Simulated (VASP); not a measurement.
# TiH (P6_3/mmc) in VASP: further runs

Runs on TiH. Level: LDA. Tasks: single point.

All numbers are computed with VASP 6.6.1; they aren't measurements. Logs are shortened: lines on timing, memory, paths and dates and some standing lists are left out, and cuts for length are marked.

## (1) Starting point

The structure is hexagonal, space group P6_3/mmc (No. 194). Conventional cell: a = 2.878 Å, b = 2.878 Å, c = 5.263 Å, α = 90.00°, β = 90.00°, γ = 120.00°. Around Ti (site symmetry -3m) lie 6 H at 2.12 Å. Around H (site symmetry -6m2) lie 6 Ti at 2.12 Å.

The cell comes from a database or a generator and needn't be the stable form of this composition.

## (2) Single point, LDA

Input file INCAR:

```
PREC = Accurate ; ENCUT = 520
EDIFF = 1E-6 ; ISMEAR = 0
SIGMA = 0.02 ; LREAL = False
LASPH = True ; NELM = 60
ALGO = Fast ; ISIF = 2
LWAVE = False ; LCHARG = False
GGA = CA
```

Input file KPOINTS:

```
Automatic mesh
0
Gamma
  11 11 5
```

Input file POSCAR:

```
TiH
2.8776
    0.999993577252      0.000000000000      0.000000000000
   -0.499996788609      0.866019841500      0.000000000000
    0.000000000000      0.000000000000      1.829056852933
Ti H
2 2
Direct
    0.0000000000      0.0000000000      0.5000000000
    0.0000000000      0.0000000000      0.0000000000
    0.3333333333      0.6666666667      0.2500000000
    0.6666666667      0.3333333333      0.7500000000
```

Potentials or basis: VASP PAW LDA potentials, release 64 (Ti_pv, H).

Started as:

```sh
cat potpaw_LDA.64/Ti_pv/POTCAR potpaw_LDA.64/H/POTCAR > POTCAR
mpirun -np 1 vasp_std > vasp.out
```

OUTCAR:

```text
PREC = Accurate
   ENCUT = 520
   EDIFF = 1E-6
   ISMEAR = 0
   LREAL = False
   LASPH = True
   NELM = 60
   ISIF = 2
   GGA = CA

 ion  position               nearest neighbor table
   1  0.000  0.000  0.500-   2 2.63   2 2.63
   2  0.000  0.000  0.000-   1 2.63   1 2.63
   3  0.333  0.667  0.250-
   4  0.667  0.333  0.750-

  LATTYP: Found a hexagonal cell.
 ALAT       =     2.8775815179
 C/A-ratio  =     1.8290686006

  Lattice vectors:

 A1 = (   2.8775815179,   0.0000000000,   0.0000000000)
 A2 = (  -1.4387907589,   2.4920586959,   0.0000000000)
 A3 = (   0.0000000000,   0.0000000000,   5.2632940000)

Analysis of symmetry for initial positions (statically):
=====================================================================
 Subroutine PRICEL returns:
 Original cell was already a primitive cell.

 Routine SETGRP: Setting up the symmetry group for a
 hexagonal supercell.

 Subroutine GETGRP returns: Found 24 space group operations
 (whereof 12 operations were pure point group operations)
 out of a pool of 24 trial point group operations.

The static configuration has the point symmetry D_3d.
 The point group associated with its full space group is D_6h.

Analysis of symmetry for dynamics (positions and initial velocities):
=====================================================================
 Subroutine PRICEL returns:
 Original cell was already a primitive cell.

 Routine SETGRP: Setting up the symmetry group for a
 hexagonal supercell.

 Subroutine GETGRP returns: Found 24 space group operations
 (whereof 12 operations were pure point group operations)
 out of a pool of 24 trial point group operations.

The dynamic configuration has the point symmetry D_3d.
 The point group associated with its full space group is D_6h.

 Subroutine INISYM returns: Found 24 space group operations
 (whereof 12 operations are pure point group operations),
 and found     1 'primitive' translations

----------------------------------------------------------------------------------------

                                     Primitive cell

  volume of cell :      37.7436

  direct lattice vectors                    reciprocal lattice vectors
     2.877581518  0.000000000  0.000000000     0.347514047  0.200637329  0.000000000
    -1.438790759  2.492058696  0.000000000     0.000000000  0.401274658  0.000000000
     0.000000000  0.000000000  5.263294000     0.000000000  0.000000000  0.189995087

  length of vectors
     2.877581518  2.877581518  5.263294000     0.401274658  0.401274658  0.189995087

  position of ions in fractional coordinates (direct lattice)
     0.000000000  0.000000000  0.500000000
     0.000000000  0.000000000  0.000000000
     0.333333333  0.666666667  0.250000000
     0.666666667  0.333333333  0.750000000

  ion indices of the primitive-cell ions
   primitive index   ion index
                 1           1
                 2           2
                 3           3
                 4           4

----------------------------------------------------------------------------------------

 KPOINTS: Automatic mesh

Automatic generation of k-mesh.
 Grid dimensions read from file:
 generate k-points for:   11   11    5

 Generating k-lattice:

  Cartesian coordinates                     Fractional coordinates (reciprocal lattice)
     0.031592186  0.018239757  0.000000000     0.090909091  0.000000000  0.000000000
     0.000000000  0.036479514  0.000000000     0.000000000  0.090909091  0.000000000
     0.000000000  0.000000000  0.037999017     0.000000000  0.000000000  0.200000000

  Length of vectors
     0.036479514  0.036479514  0.037999017

  Shift w.r.t. Gamma in fractional coordinates (k-lattice)
     0.000000000  0.000000000  0.000000000

 Subroutine IBZKPT returns following result:
 ===========================================

 Found     48 irreducible k-points:

 Following reciprocal coordinates:
            Coordinates               Weight
  0.000000  0.000000  0.000000      1.000000
  0.090909  0.000000  0.000000      6.000000
  0.181818  0.000000  0.000000      6.000000
  0.272727  0.000000  0.000000      6.000000
  0.363636  0.000000  0.000000      6.000000
  0.454545  0.000000  0.000000      6.000000
[... 16 lines left out ...]
  0.090909  0.090909  0.200000     12.000000
  0.181818  0.090909  0.200000     24.000000
 [... further k-points ...]
   k-points           NKPTS =     48   k-points in BZ     NKDIM =     48   number of bands    NBANDS=     15
   number of dos      NEDOS =    301   number of ions     NIONS =      4
   total plane-waves  NPLWV =  23040
   dimension x,y,z NGX =    24 NGY =   24 NGZ =   40
   dimension x,y,z NGXF=    48 NGYF=   48 NGZF=   80
   ions per type =               2   2
   NGX,Y,Z   is equivalent  to a cutoff of  13.87, 13.87, 12.63 a.u.
   NGXF,Y,Z  is equivalent  to a cutoff of  27.73, 27.73, 25.27 a.u.
 SYSTEM =  unknown system
   PREC   = accura    normal or accurate (medium, high low for compatibility)
   ISTART =      0    job   : 0-new  1-cont  2-samecut
   ICHARG =      2    charge: 1-file 2-atom 10-const
   ISPIN  =      1    spin polarized calculation?
   LNONCOLLINEAR =      F non collinear calculations
   LSORBIT =      F    spin-orbit coupling
   LASPH  =      T    aspherical Exc in radial PAW
   ENCUT  =  520.0 eV  38.22 Ry    6.18 a.u.   5.35  5.35  9.79*2*pi/ulx,y,z
   NELM   =     60;   NELMIN=  2; NELMDL= -5     # of ELM steps
   EDIFF  = 0.1E-05   stopping-criterion for ELM
   LREAL  =      F    real-space projection
   EDIFFG = 0.1E-04   stopping-criterion for IOM
   NSW    =      0    number of steps for IOM
   IBRION =     -1    ionic relax: 0-MD 1-quasi-New 2-CG
   NFREE  =      0    steps in history (QN), initial steepest desc. (CG)
   ISIF   =      2    stress and relaxation
   ISYM   =      2    0-nonsym 1-usesym 2-fastsym
   POTIM  = 0.5000    time-step for ionic-motion
   TEBEG  =    0.0;   TEEND  =   0.0 temperature during run
   PSTRESS=    0.0 pullay stress
   NELECT =      22.0000    total number of electrons
   NUPDOWN=      -1.0000    fix difference up-down
   EMIN   =  10.00;   EMAX   =-10.00  energy-range for DOS
   EFERMI =   0.00;   METHOD = LEGACY
   ISMEAR =     0;   SIGMA  =   0.02  broadening in eV -4-tet -1-fermi 0-gaus
   EFERMI_NEDOS =   21; number of points for ismear=-14 and -15
   IALGO  =     68    algorithm
   IMIX   =      4    mixing-type and parameters
     AMIX     =   0.40;   BMIX     =  1.00
     AMIX_MAG =   1.60;   BMIX_MAG =  1.00
  volume/ion in A,a.u.               =       9.44        63.68
  Fermi-wavevector in a.u.,A,eV,Ry     =   1.367523  2.584243 25.444505  1.870118
  Thomas-Fermi vector in A             =   2.493568
   LORBIT       =      0    0 simple, 1 ext, 2 COOP (PROOUT), +10 PAW based schemes
   GGA     = CA    functional components
   LHFCALC =     F    Hartree Fock is set to
   AEXX    =    0.0000 exact exchange contribution
   IVDW    =     0    specifies the selected vdW correction
   LEPSILON=     F    determine dielectric tensor
   LRPA    =     F    only Hartree local field effects (RPA)
 non-spin polarized calculation
 RMM-DIIS sequential band-by-band and
 Gauss-broadening in eV      SIGMA  =   0.02
  energy-cutoff  :      520.00
  volume of cell :       37.74
 maximum number of plane-waves:      1051
 NGX is ok and might be reduce to    24
   NGX = 11   NGY = 11   NGZ = 19

 number of electron      21.9999990 magnetization

 Free energy of the ion-electron system (eV)
  ---------------------------------------------------
  ext. energy  EPLUGINS =         0.00000000
  ---------------------------------------------------
  free energy    TOTEN  =       -25.00992028 eV

  energy without entropy =      -25.00858560  energy(sigma->0) =      -25.00925294

 E-fermi :   6.1548     XC(G=0): -11.8716

 val. band max:        6.1497165991   @ k =   0.3636   0.0000   0.4000
 cond. band min:       6.1588519290   @ k =   0.3636   0.0909   0.4000
 fundamental gap:      0.0091353299
 Fermi energy:         6.1548006081

 k-point     1 :       0.0000    0.0000    0.0000
  band No.  band energies     occupation
      1     -27.1255      2.00000
      2     -26.3523      2.00000
      3     -26.3523      2.00000
      4     -26.2646      2.00000
      5     -26.2646      2.00000
      6     -26.1798      2.00000
      7      -3.2583      2.00000
      8       0.4906      2.00000
      9       3.3932      2.00000
     10       4.4894      2.00000
     11       6.5145      0.00000
     12       6.5145      0.00000
     13       7.2173      0.00000
     14       7.2187      0.00000
     15       7.4776      0.00000

 k-point     2 :       0.0909    0.0000    0.0000
  band No.  band energies     occupation
      1     -27.1141      2.00000
      2     -26.4051      2.00000
      3     -26.3638      2.00000
      4     -26.3114      2.00000
      5     -26.2752      2.00000
      6     -26.1744      2.00000
      7      -3.0438      2.00000
      8       0.4182      2.00000
      9       3.6542      2.00000
     10       4.5769      2.00000
     11       6.2996      0.00000
     12       6.6873      0.00000
     13       7.0692      0.00000
     14       7.3824      0.00000
     15       7.4060      0.00000
[... 365 lines left out ...]
      3     -26.4040      2.00000
      4     -26.3795      2.00000
      5     -26.3063      2.00000
      6     -26.2574      2.00000
      7      -2.4192      2.00000
      8      -0.1270      2.00000
      9       4.5076      2.00000
     10       4.9061      2.00000
     11       5.9762      2.00000
     12       6.6498      0.00000
     13       7.0699      0.00000
     14       7.4273      0.00000
     15       7.6485      0.00000

 k-point    24 :       0.1818    0.0909    0.2000
  band No.  band energies     occupation
      1     -26.9754      2.00000
      2     -26.6381      2.00000
      3     -26.5402      2.00000
      4     -26.4226      2.00000
      5     -26.3465      2.00000
      6     -26.2388      2.00000
      7      -1.6998      2.00000
      8      -0.0933      2.00000
      9       4.9722      2.00000
     10       5.1596      2.00000
     11       5.4295      2.00000
     12       6.3171      0.00000
     13       7.0660      0.00000
     14       7.6841      0.00000
     15       8.1431      0.00000

 [... further k-points ...]

------------------------ aborting loop because EDIFF is reached ----------------------------------------

  FORCE on cell =-STRESS in cart. coord.  units (eV):
  Direction    XX          YY          ZZ          XY          YZ          ZX
  --------------------------------------------------------------------------------------
  -------------------------------------------------------------------------------------
  Total       -2.2402068     -2.2402068     -1.8543791     -0.0000000     -0.0000000      0.0000000
  in kB      -95.0944480    -95.0944480    -78.7164641     -0.0000000     -0.0000000      0.0000000
  external PRESSURE =     -89.6351200 kB  Pullay stress =       0.0000000 kB

 VOLUME and BASIS-vectors are now :
 -----------------------------------------------------------------------------
  energy-cutoff  :      520.00
  volume of cell :       37.74
      direct lattice vectors                 reciprocal lattice vectors
     2.877581518  0.000000000  0.000000000     0.347514047  0.200637329  0.000000000
    -1.438790759  2.492058696  0.000000000     0.000000000  0.401274658  0.000000000
     0.000000000  0.000000000  5.263294000     0.000000000  0.000000000  0.189995087

 POSITION                                       TOTAL-FORCE (eV/Angst)
 -----------------------------------------------------------------------------------
      0.00000      0.00000      2.63165         0.000000      0.000000      0.000000
      0.00000      0.00000      0.00000         0.000000      0.000000      0.000000
     -0.00000      1.66137      1.31582         0.000000      0.000000     -0.000000
      1.43879      0.83069      3.94747        -0.000000      0.000000     -0.000000
 -----------------------------------------------------------------------------------
    total drift:                               -0.000000      0.000000      0.000000

  FREE ENERGIE OF THE ION-ELECTRON SYSTEM (eV)
  ---------------------------------------------------
  free  energy   TOTEN  =       -25.0099202769 eV

  energy  without entropy=      -25.0085855982  energy(sigma->0) =      -25.00925294
```

It took 23 s on 1 thread of Intel Xeon Platinum 8488C (Sapphire Rapids), shared host; peak memory 0.15 GiB.

What came out:

```yaml
Free_energy: -25.0099 eV
Pressure: -9.0 GPa
Band_gap_on_the_k_mesh: none (metal or under the smearing width)
```

Levels at points of the mesh, in eV from the Fermi level:
| k point | band 7 | band 8 | band 9 | band 10 | band 11 | band 12 | band 13 | band 14 | band 15 |
| --- | --- | --- | --- | --- | --- | --- | --- | --- | --- |
| (0.00, 0.00, 0.00) | -9.41 | -5.66 | -2.76 | -1.67 | 0.36 | 0.36 | 1.06 | 1.06 | 1.32 |

## (3) Single point, LDA

Input file run.py:

```python
from ase.calculators.vasp import Vasp
from ase.dft.bandgap import bandgap
from ase.io import read

atoms = read('TiH.xyz')
calc = Vasp(
    directory='calc',
    xc='lda',
    pp='LDA',
    setups='materialsproject',
    prec='Accurate',
    encut=520,
    ediff=1e-06,
    ismear=0,
    sigma=0.02,
    lreal=False,
    lasph=True,
    nelm=80,
    algo='Normal',
    isif=2,
    lwave=False,
    lcharg=False,
    kpts=[11, 11, 5],
    gamma=True,
)
atoms.calc = calc

print('energy (eV):', atoms.get_potential_energy())
print('free energy (eV):', atoms.get_potential_energy(force_consistent=True))
print('forces (eV/A):')
print(atoms.get_forces())
print('stress (eV/A^3, Voigt):', atoms.get_stress())
print('Fermi level (eV):', calc.get_fermi_level())
gap, top, bottom = bandgap(calc)
print('band gap (eV):', gap, 'from (spin, k, band)', top, 'to', bottom)
```

Input file TiH.xyz:

```xyz
4
Lattice="2.8775815179 0.0000000000 0.0000000000 -1.4387907589 2.4920586959 0.0000000000 0.0000000000 0.0000000000 5.2632940000" Properties=species:S:1:pos:R:3 pbc="T T T"
Ti     0.0000000000      0.0000000000      2.6316470000
Ti     0.0000000000      0.0000000000      0.0000000000
H     -0.0000000001      1.6613724640      1.3158235000
H      1.4387907591      0.8306862319      3.9474705000
```

Potentials or basis: VASP PAW LDA potentials, release 64 (Ti_pv, H).

Started as:

```sh
python run.py
```

Wall time 20 s (1 thread of Intel Xeon Platinum 8488C (Sapphire Rapids), shared host); peak memory 0.15 GiB.

It converged, with:

```yaml
Free_energy: -25.0099 eV
Pressure: -8.9 GPa
Band_gap_on_the_k_mesh: none (metal or under the smearing width)
```

Stress tensor (GPa, compression positive):
```
-9.46  0.00  0.00
 0.00 -9.46  0.00
 0.00  0.00 -7.83
```

Levels at points of the mesh, in eV from the Fermi level:
```csv
k point,band 9,band 10,band 11,band 12,band 13,band 14
"(0.00, 0.00, 0.00)",-2.76,-1.67,0.36,0.36,1.06,1.06
```
